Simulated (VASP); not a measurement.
# Al (Fm-3m) in VASP: notebook, part 2 of 3

VASP 6.6.1. The steps go on from the part before.

### Step 3. Single point, PBE (a relaxed cell with its volume scaled by 0.97)

INCAR

```
ALGO = Normal
EDIFF = 1E-7
ENCUT = 350
GGA = PE
ISIF = 2
ISMEAR = 0
LASPH = True
LCHARG = False
LREAL = False
LWAVE = False
NELM = 80
PREC = Accurate
SIGMA = 0.1
```

KPOINTS

```
k-points
0
Gamma
  18 18 18
```

POSCAR

```
Al                                      
1.0
    0.0000000000      1.9995890731      1.9995890731
    1.9995890731      0.0000000000      1.9995890731
    1.9995890731      1.9995890731      0.0000000000
  Al            
     1
Direct
     0.0000000000000000    0.0000000000000000    0.0000000000000000
```

Potentials or basis: VASP PAW PBE potentials, release 64 (Al).

Command:

```sh
$ cat potpaw_PBE.64/Al/POTCAR > POTCAR
$ mpirun -np 1 vasp_std > vasp.out
```

OUTCAR:

```text
EDIFF = 1E-7
   ENCUT = 350
   GGA = PE
   ISIF = 2
   ISMEAR = 0
   LASPH = True
   LREAL = False
   NELM = 80
   PREC = Accurate

 ion  position               nearest neighbor table
   1  0.000  0.000  0.000-

  LATTYP: Found a face centered cubic cell.
 ALAT       =     3.9991781462

  Lattice vectors:

 A1 = (   0.0000000000,   1.9995890731,   1.9995890731)
 A2 = (   1.9995890731,   0.0000000000,   1.9995890731)
 A3 = (   1.9995890731,   1.9995890731,   0.0000000000)

Analysis of symmetry for initial positions (statically):
=====================================================================
 Subroutine PRICEL returns:
 Original cell was already a primitive cell.

 Routine SETGRP: Setting up the symmetry group for a
 face centered cubic supercell.

 Subroutine GETGRP returns: Found 48 space group operations
 (whereof 48 operations were pure point group operations)
 out of a pool of 48 trial point group operations.

The static configuration has the point symmetry O_h .

Analysis of symmetry for dynamics (positions and initial velocities):
=====================================================================
 Subroutine PRICEL returns:
 Original cell was already a primitive cell.

 Routine SETGRP: Setting up the symmetry group for a
 face centered cubic supercell.

 Subroutine GETGRP returns: Found 48 space group operations
 (whereof 48 operations were pure point group operations)
 out of a pool of 48 trial point group operations.

The dynamic configuration has the point symmetry O_h .

 Subroutine INISYM returns: Found 48 space group operations
 (whereof 48 operations are pure point group operations),
 and found     1 'primitive' translations

----------------------------------------------------------------------------------------

                                     Primitive cell

  volume of cell :      15.9901

  direct lattice vectors                    reciprocal lattice vectors
     0.000000000  1.999589073  1.999589073    -0.250051376  0.250051376  0.250051376
     1.999589073  0.000000000  1.999589073     0.250051376 -0.250051376  0.250051376
     1.999589073  1.999589073  0.000000000     0.250051376  0.250051376 -0.250051376

  length of vectors
     2.827845986  2.827845986  2.827845986     0.433101688  0.433101688  0.433101688

  position of ions in fractional coordinates (direct lattice)
     0.000000000  0.000000000  0.000000000

  ion indices of the primitive-cell ions
   primitive index   ion index
                 1           1

----------------------------------------------------------------------------------------

 KPOINTS: k-points

Automatic generation of k-mesh.
 Grid dimensions read from file:
 generate k-points for:   18   18   18

 Generating k-lattice:

  Cartesian coordinates                     Fractional coordinates (reciprocal lattice)
    -0.013891743  0.013891743  0.013891743     0.055555556  0.000000000  0.000000000
     0.013891743 -0.013891743  0.013891743     0.000000000  0.055555556  0.000000000
     0.013891743  0.013891743 -0.013891743     0.000000000  0.000000000  0.055555556

  Length of vectors
     0.024061205  0.024061205  0.024061205

  Shift w.r.t. Gamma in fractional coordinates (k-lattice)
     0.000000000  0.000000000  0.000000000

 Subroutine IBZKPT returns following result:
 ===========================================

 Found    195 irreducible k-points:

 Following reciprocal coordinates:
            Coordinates               Weight
  0.000000  0.000000  0.000000      1.000000
  0.055556  0.000000  0.000000      8.000000
  0.111111  0.000000  0.000000      8.000000
  0.166667  0.000000  0.000000      8.000000
  0.222222  0.000000  0.000000      8.000000
  0.277778  0.000000  0.000000      8.000000
[... 16 lines left out ...]
 -0.277778  0.055556  0.000000     24.000000
 -0.222222  0.055556  0.000000     24.000000
 [... further k-points ...]
   k-points           NKPTS =    195   k-points in BZ     NKDIM =    195   number of bands    NBANDS=      5
   number of dos      NEDOS =    301   number of ions     NIONS =      1
   total plane-waves  NPLWV =   5832
   dimension x,y,z NGX =    18 NGY =   18 NGZ =   18
   dimension x,y,z NGXF=    36 NGYF=   36 NGZF=   36
   ions per type =               1
   NGX,Y,Z   is equivalent  to a cutoff of  10.58, 10.58, 10.58 a.u.
   NGXF,Y,Z  is equivalent  to a cutoff of  21.16, 21.16, 21.16 a.u.
 SYSTEM =  unknown system
   PREC   = accura    normal or accurate (medium, high low for compatibility)
   ISTART =      0    job   : 0-new  1-cont  2-samecut
   ICHARG =      2    charge: 1-file 2-atom 10-const
   ISPIN  =      1    spin polarized calculation?
   LNONCOLLINEAR =      F non collinear calculations
   LSORBIT =      F    spin-orbit coupling
   LASPH  =      T    aspherical Exc in radial PAW
   ENCUT  =  350.0 eV  25.72 Ry    5.07 a.u.   4.31  4.31  4.31*2*pi/ulx,y,z
   NELM   =     80;   NELMIN=  2; NELMDL= -5     # of ELM steps
   EDIFF  = 0.1E-06   stopping-criterion for ELM
   LREAL  =      F    real-space projection
   EDIFFG = 0.1E-05   stopping-criterion for IOM
   NSW    =      0    number of steps for IOM
   IBRION =     -1    ionic relax: 0-MD 1-quasi-New 2-CG
   NFREE  =      0    steps in history (QN), initial steepest desc. (CG)
   ISIF   =      2    stress and relaxation
   ISYM   =      2    0-nonsym 1-usesym 2-fastsym
   POTIM  = 0.5000    time-step for ionic-motion
   TEBEG  =    0.0;   TEEND  =   0.0 temperature during run
   PSTRESS=    0.0 pullay stress
   NELECT =       3.0000    total number of electrons
   NUPDOWN=      -1.0000    fix difference up-down
   EMIN   =  10.00;   EMAX   =-10.00  energy-range for DOS
   EFERMI =   0.00;   METHOD = LEGACY
   ISMEAR =     0;   SIGMA  =   0.10  broadening in eV -4-tet -1-fermi 0-gaus
   EFERMI_NEDOS =   21; number of points for ismear=-14 and -15
   IALGO  =     38    algorithm
   IMIX   =      4    mixing-type and parameters
     AMIX     =   0.40;   BMIX     =  1.00
     AMIX_MAG =   1.60;   BMIX_MAG =  1.00
  volume/ion in A,a.u.               =      15.99       107.91
  Fermi-wavevector in a.u.,A,eV,Ry     =   0.937198  1.771047 11.950532  0.878339
  Thomas-Fermi vector in A             =   2.064284
   LORBIT       =      0    0 simple, 1 ext, 2 COOP (PROOUT), +10 PAW based schemes
   GGA     = PE    functional components
   LHFCALC =     F    Hartree Fock is set to
   AEXX    =    0.0000 exact exchange contribution
   IVDW    =     0    specifies the selected vdW correction
   LEPSILON=     F    determine dielectric tensor
   LRPA    =     F    only Hartree local field effects (RPA)
 non-spin polarized calculation
 Gauss-broadening in eV      SIGMA  =   0.10
  energy-cutoff  :      350.00
  volume of cell :       15.99
 maximum number of plane-waves:       259
 NGX is ok and might be reduce to    18
   NGX =  9   NGY =  9   NGZ =  9

 number of electron       3.0000000 magnetization

 Free energy of the ion-electron system (eV)
  ---------------------------------------------------
  ext. energy  EPLUGINS =         0.00000000
  ---------------------------------------------------
  free energy    TOTEN  =        -3.73940236 eV

  energy without entropy =       -3.73641576  energy(sigma->0) =       -3.73790906

 E-fermi :   8.3274     XC(G=0): -10.3105

 val. band max:        8.3071628542   @ k =   0.5000   0.4444   0.0556
 cond. band min:       8.3309508632   @ k =  -0.4444   0.3333   0.1111
 fundamental gap:      0.0237880091
 Fermi energy:         8.3273746828

 k-point     1 :       0.0000    0.0000    0.0000
  band No.  band energies     occupation
      1      -3.0210      2.00000
      2      21.1335      0.00000
      3      21.1335      0.00000
      4      21.1335      0.00000
      5      22.8602      0.00000

 k-point     2 :       0.0556    0.0000    0.0000
  band No.  band energies     occupation
      1      -2.9353      2.00000
      2      19.6301      0.00000
      3      20.8479      0.00000
      4      20.8479      0.00000
      5      23.2811      0.00000

 k-point     3 :       0.1111    0.0000    0.0000
  band No.  band energies     occupation
      1      -2.6786      2.00000
      2      17.3749      0.00000
      3      20.3545      0.00000
      4      20.3545      0.00000
      5      23.4164      0.00000
[... 153 lines left out ...]
 k-point    23 :      -0.2778    0.0556    0.0000
  band No.  band energies     occupation
      1      -0.5297      2.00000
      2      10.2002      0.00000
      3      17.6536      0.00000
      4      20.5901      0.00000
      5      21.4871      0.00000

 k-point    24 :      -0.2222    0.0556    0.0000
  band No.  band energies     occupation
      1      -1.3457      2.00000
      2      12.2458      0.00000
      3      17.8184      0.00000
      4      20.7248      0.00000
      5      22.5071      0.00000

 [... further k-points ...]
[... 5 lines left out ...]
  --------------------------------------------------------------------------------------
  -------------------------------------------------------------------------------------
  Total        0.2487882      0.2487882      0.2487882     -0.0000000     -0.0000000      0.0000000
  in kB       24.9280340     24.9280340     24.9280340     -0.0000000     -0.0000000      0.0000000
  external PRESSURE =      24.9280340 kB  Pullay stress =       0.0000000 kB

 VOLUME and BASIS-vectors are now :
 -----------------------------------------------------------------------------
  energy-cutoff  :      350.00
  volume of cell :       15.99
      direct lattice vectors                 reciprocal lattice vectors
     0.000000000  1.999589073  1.999589073    -0.250051376  0.250051376  0.250051376
     1.999589073  0.000000000  1.999589073     0.250051376 -0.250051376  0.250051376
     1.999589073  1.999589073  0.000000000     0.250051376  0.250051376 -0.250051376

 POSITION                                       TOTAL-FORCE (eV/Angst)
 -----------------------------------------------------------------------------------
      0.00000      0.00000      0.00000         0.000000      0.000000      0.000000
 -----------------------------------------------------------------------------------
    total drift:                                0.000000     -0.000000      0.000000

  FREE ENERGIE OF THE ION-ELECTRON SYSTEM (eV)
  ---------------------------------------------------
  free  energy   TOTEN  =        -3.7394023551 eV

  energy  without entropy=       -3.7364157603  energy(sigma->0) =       -3.73790906
```

OSZICAR:

```text
N       E                     dE             d eps       ncg     rms          rms(c)
DAV:   1    -0.249251284558E+01   -0.24925E+01   -0.70861E+02  2360   0.221E+02
DAV:   2    -0.375401365031E+01   -0.12615E+01   -0.11601E+01  2655   0.245E+01
DAV:   3    -0.376242169510E+01   -0.84080E-02   -0.83862E-02  2560   0.217E+00
DAV:   4    -0.376243908680E+01   -0.17392E-04   -0.17390E-04  2610   0.950E-02
DAV:   5    -0.376243917926E+01   -0.92462E-07   -0.92043E-07  2545   0.579E-03    0.137E+00
DAV:   6    -0.374915161311E+01    0.13288E-01   -0.14639E-03  2275   0.275E-01    0.795E-01
DAV:   7    -0.373940632770E+01    0.97453E-02   -0.44827E-03  2290   0.450E-01    0.155E-01
DAV:   8    -0.373940459909E+01    0.17286E-05   -0.24089E-05  2335   0.526E-02    0.142E-02
DAV:   9    -0.373940270797E+01    0.18911E-05   -0.11499E-06  2535   0.745E-03    0.107E-03
DAV:  10    -0.373940242932E+01    0.27864E-06   -0.51192E-09  1795   0.789E-04    0.117E-03
DAV:  11    -0.373940235512E+01    0.74201E-07   -0.27994E-10  1225   0.158E-04
   1 F= -.37394024E+01 E0= -.37379091E+01  d E =-.298659E-02
```

Run time: 5.5 s. Hardware: 1 thread of Intel Xeon 6975P-C (Granite Rapids), shared host; peak memory 0.12 GiB.

What came out:

```yaml
Free_energy: -3.7394 eV
Pressure: 2.5 GPa
Band_gap_on_the_k_mesh: none (metal or under the smearing width)
```

(Part 2 of 3 ends here.)
